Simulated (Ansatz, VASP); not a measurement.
## BAs: VASP beside Ansatz

```xyz
2
Lattice="0.0000 2.4043 2.4043 2.4043 0.0000 2.4043 2.4043 2.4043 0.0000" Properties=species:S:1:pos:R:3 pbc="T T T"
As    3.6065    3.6065    3.6065
B     0.0000    0.0000    0.0000
```

Change from the starting cell: volume scaled by 1.02.

Alike in both runs: task single point; functional PBE; k mesh 10 × 10 × 10; occupations fermi-dirac, width 0.05 eV; no spin polarisation.

```csv
,VASP,Ansatz
version,VASP 6.6.1,Ansatz 0.2.0
potentials or method,"VASP PAW PBE potentials, release 64 (As, B)",Ansatz PAW
plane-wave cutoff (eV),520,420
valence electrons in the cell,8,18
```

|  | VASP | Ansatz | Ansatz less VASP |
| --- | --- | --- | --- |
| gap on the k mesh at the Fermi level (eV) | 1.20 | 1.20 | +0.008 |
| least direct gap on the mesh (eV) | 3.25 | 3.26 | +0.005 |
| pressure (GPa) | 0.7 | 0.1 | -0.60 |

The two sets of potentials don't hold the same shells in valence.

A k mesh can miss the band edges.
